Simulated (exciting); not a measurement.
# Ti (Fm-3m) in exciting: single point with LDA+D2

Aim: the single point of Ti with LDA+D2.

All numbers are computed with exciting (release sodium); they aren't measurements. Logs are shortened: lines on timing, memory, paths and dates and some standing lists are left out, and cuts for length are marked.

## (1) The structure

The structure is cubic, space group Fm-3m (No. 225). Conventional cell: a = 4.060 Å, b = 4.060 Å, c = 4.060 Å, α = 90.00°, β = 90.00°, γ = 90.00°. Ti (site symmetry m-3m) is surrounded by 12 Ti at 2.87 Å.

This isn't the form of Ti at room conditions, which is hcp.

## (2) Single point, LDA+D2

The input, run_exciting.py:

```python
import subprocess
import xml.etree.ElementTree as ET
from ase.io import read
from ase.units import Bohr

atoms = read("POSCAR")
rmt = {'Ti': 2.0}  # bohr
tasks = """
<groundstate do="fromscratch" ngridk="11 11 11" rgkmax="9.5" gmaxvr="14" lmaxapw="10" lmaxmat="10" lmaxvr="8" xctype="LDA_PW" stype="Fermi Dirac" swidth="0.00099958" nempty="12" ValenceRelativity="iora*" epsengy="1e-05" epspot="1e-05" maxscl="60" tforce="true" outputlevel="normal" vdWcorrection="DFTD2" cfdamp="0.3" niterconvcheck="3"/>
<properties>
  <DFTD2/>
</properties>
"""

root = ET.Element("input")
ET.SubElement(root, "title").text = "Ti"
structure = ET.SubElement(root, "structure", speciespath="./", tshift="false")
crystal = ET.SubElement(structure, "crystal", scale="1.0")
for vector in atoms.cell / Bohr:
    ET.SubElement(crystal, "basevect").text = " ".join(f"{x:.12f}" for x in vector)
symbols = atoms.get_chemical_symbols()
for element in dict.fromkeys(symbols):
    species = ET.SubElement(structure, "species", speciesfile=element + ".xml", rmt=str(rmt[element]))
    for symbol, position in zip(symbols, atoms.get_scaled_positions(wrap=False)):
        if symbol == element:
            ET.SubElement(species, "atom", coord=" ".join(f"{x:.12f}" for x in position))
root.extend(ET.fromstring("<tasks>" + tasks + "</tasks>"))
ET.indent(root)
ET.ElementTree(root).write("input.xml")
subprocess.run(["exciting_smp"], check=True)
```

The input, POSCAR:

```
Ti
1.0
    0.0000000000      2.0300000000      2.0300000000
    2.0300000000      0.0000000000      2.0300000000
    2.0300000000      2.0300000000      0.0000000000
Ti
1
Direct
    0.0000000000      0.0000000000      0.0000000000
```

Potentials or basis: all-electron LAPW+lo, shipped species files, valence relativity iora*.

The run is started by

```bash
> OMP_NUM_THREADS=1 python run_exciting.py
```

Log:

```text
================================================================================
EXCITING SODIUM started
[... 10 lines left out ...]

 Lattice vectors (cartesian) :
      0.0000000000      3.8361440354      3.8361440354
      3.8361440354      0.0000000000      3.8361440354
      3.8361440354      3.8361440354      0.0000000000

 Reciprocal lattice vectors (cartesian) :
     -0.8189454370      0.8189454370      0.8189454370
      0.8189454370     -0.8189454370      0.8189454370
      0.8189454370      0.8189454370     -0.8189454370

 Unit cell volume                           :     112.9053993894
 Brillouin zone volume                      :       2.1969738806

 Species :    1 (Ti)
     parameters loaded from                 :    Ti.xml
     name                                   :    titanium
     nuclear charge                         :     -22.00000000
     electronic charge                      :      22.00000000
     atomic mass                            :   87256.20311000
     muffin-tin radius                      :       2.00000000
     # of radial points in muffin-tin       :     350

     atomic positions (lattice) :
       1 :   0.00000000  0.00000000  0.00000000

 Total number of atoms per unit cell        :       1

 Spin treatment                             :    spin-unpolarised

 Number of Bravais lattice symmetries       :      48
 Number of crystal symmetries               :      48

 k-point grid                               :      11   11   11
 Total number of k-points                   :      56
 k-point set is reduced with crystal symmetries

 R^MT_min * |G+k|_max (rgkmax)              :       9.50000000
 Species with R^MT_min                      :       1 (Ti)
 Maximum |G+k| for APW functions            :       4.75000000
 Maximum |G| for potential and density      :      14.00000000

 G-vector grid sizes                        :      25    25    25
 Total number of G-vectors                  :    5209

 Maximum angular momentum used for
     APW functions                          :      10
     computing H and O matrix elements      :      10
     potential and density                  :       8
     inner part of muffin-tin               :       2

 Total nuclear charge                       :     -22.00000000
 Total electronic charge                    :      22.00000000
 Total core charge                          :      10.00000000
 Total valence charge                       :      12.00000000

 Number of empty states                     :      12
 Total number of valence states             :      19

 Maximum Hamiltonian size                   :     224
 Maximum number of plane-waves              :     211
 Total number of local-orbitals             :      13

 Exchange-correlation type                  :       3
     Perdew-Wang, Phys. Rev. B 45, 13244 (1992)

 Smearing scheme                            :    Fermi-Dirac
 Smearing width                             :       0.00099958

 Using multisecant Broyden potential mixing
[... 16 lines left out ...]
+ SCF iteration number :    1                                                  +
++++++++++++++++++++++++++++++++++++++++++++++++++++++++++++++++++++++++++++++++
 Total energy                               :      -849.58888516
 _______________________________________________________________
 Fermi energy                               :         0.35205861
 Kinetic energy                             :       860.71583235
 Coulomb energy                             :     -1670.08031391
 Exchange energy                            :       -38.42454119
 Correlation energy                         :        -1.79986241

 DOS at Fermi energy (states/Ha/cell)       :        39.46093367

 Electron charges :
     core                                   :        10.00000000
     core leakage                           :         0.00000006
     valence                                :        12.00000000
     interstitial                           :         2.58392649
     charge in muffin-tin spheres :
                  atom     1    Ti          :        19.41607351
     total charge in muffin-tins            :        19.41607351
     total charge                           :        22.00000000

++++++++++++++++++++++++++++++++++++++++++++++++++++++++++++++++++++++++++++++++
+ SCF iteration number :    2                                                  +
++++++++++++++++++++++++++++++++++++++++++++++++++++++++++++++++++++++++++++++++
 Total energy                               :      -851.25446615
 _______________________________________________________________
 Fermi energy                               :         0.34623319
 Kinetic energy                             :       859.90233436
 Coulomb energy                             :     -1670.85581634
 Exchange energy                            :       -38.49851481
 Correlation energy                         :        -1.80246935

 DOS at Fermi energy (states/Ha/cell)       :        30.95064549

 Electron charges :
     core                                   :        10.00000000
     core leakage                           :         0.00000006
     valence                                :        12.00000000
     interstitial                           :         2.49632443
     charge in muffin-tin spheres :
                  atom     1    Ti          :        19.50367557
     total charge in muffin-tins            :        19.50367557
     total charge                           :        22.00000000
[... 225 lines left out ...]
 RMS change in effective potential (target) :  0.145795E-07  ( 0.100000E-04)
 Absolute change in total energy   (target) :  0.336570E-05  ( 0.100000E-04)
 Charge distance                   (target) :  0.156543E-07  ( 0.100000E-04)
 Abs. change in max-nonIBS-force   (target) :   0.00000      ( 0.500000E-04)

++++++++++++++++++++++++++++++++++++++++++++++++++++++++++++++++++++++++++++++++
+ SCF iteration number :   11                                                  +
++++++++++++++++++++++++++++++++++++++++++++++++++++++++++++++++++++++++++++++++
 Total energy                               :      -852.00432306
 _______________________________________________________________
 Fermi energy                               :         0.34885671
 Kinetic energy                             :       859.57590241
 Coulomb energy                             :     -1671.23634585
 Exchange energy                            :       -38.53989051
 Correlation energy                         :        -1.80398910

 DOS at Fermi energy (states/Ha/cell)       :        14.29468867

 Electron charges :
     core                                   :        10.00000000
     core leakage                           :         0.00000006
     valence                                :        12.00000000
     interstitial                           :         2.44446294
     charge in muffin-tin spheres :
                  atom     1    Ti          :        19.55553706
     total charge in muffin-tins            :        19.55553706
     total charge                           :        22.00000000

 RMS change in effective potential (target) :  0.917629E-08  ( 0.100000E-04)
 Absolute change in total energy   (target) :  0.254145E-06  ( 0.100000E-04)
 Charge distance                   (target) :  0.237639E-08  ( 0.100000E-04)
 Abs. change in max-nonIBS-force   (target) :   0.00000      ( 0.500000E-04)

++++++++++++++++++++++++++++++++++++++++++++++++++++++++++++++++++++++++++++++++
| Convergency criteria checked for the last 3 iterations                       +
| Convergence targets achieved. Performing final SCF iteration                 +
++++++++++++++++++++++++++++++++++++++++++++++++++++++++++++++++++++++++++++++++
 Total energy                               :      -852.01653649
 _______________________________________________________________
 Fermi energy                               :         0.34885671
 Kinetic energy                             :       859.57590216
 Coulomb energy                             :     -1671.23634643
 Exchange energy                            :       -38.53989055
 Correlation energy                         :        -1.80398910
 DFT-D2 dispersion correction               :        -0.01221257

 DOS at Fermi energy (states/Ha/cell)       :        14.29468853

 Electron charges :
     core                                   :        10.00000000
     core leakage                           :         0.00000006
     valence                                :        12.00000000
     interstitial                           :         2.44446293
     charge in muffin-tin spheres :
                  atom     1    Ti          :        19.55553707
     total charge in muffin-tins            :        19.55553707
     total charge                           :        22.00000000

++++++++++++++++++++++++++++++++++++++++++++++++++++++++++++++++++++++++++++++++
+ Self-consistent loop stopped                                                 +
++++++++++++++++++++++++++++++++++++++++++++++++++++++++++++++++++++++++++++++++
 STATE.OUT is written

--------------------------------------------------------------------------------
- Writing atomic positions and forces                                          -
--------------------------------------------------------------------------------

 Atomic positions (lattice) :
 atom     1  Ti  :     0.00000000    0.00000000    0.00000000

 Total atomic forces including IBS (cartesian) :
 atom     1  Ti  :     0.00000000    0.00000000    0.00000000

 Atomic force components including IBS (cartesian) :
 atom     1  Ti  :     0.00000000    0.00000000    0.00000000   HF force
                 :     0.00000000    0.00000000    0.00000000   core correction
                 :     0.00000000    0.00000000    0.00000000   IBS correction
                 :    -0.00000000   -0.00000000   -0.00000000   DFT-D2 force

********************************************************************************
[... 7 lines left out ...]
| EXCITING SODIUM stopped                                                      =
================================================================================
```

It took 28 s on 1 thread of Arm Neoverse V2, shared host; peak memory 0.09 GiB.

Results:

```
Free energy                                       : -23184.5527 eV
Band gap on the k mesh                            : none (metal or under the smearing width)
All electrons inside the program's atomic spheres : Ti 19.56 (radii Ti 2.0 bohr)
Dispersion energy per atom                        : -0.332 eV
```

Caveat: the log's total energy holds no entropy term; the free energy is that total less TS from the occupations.
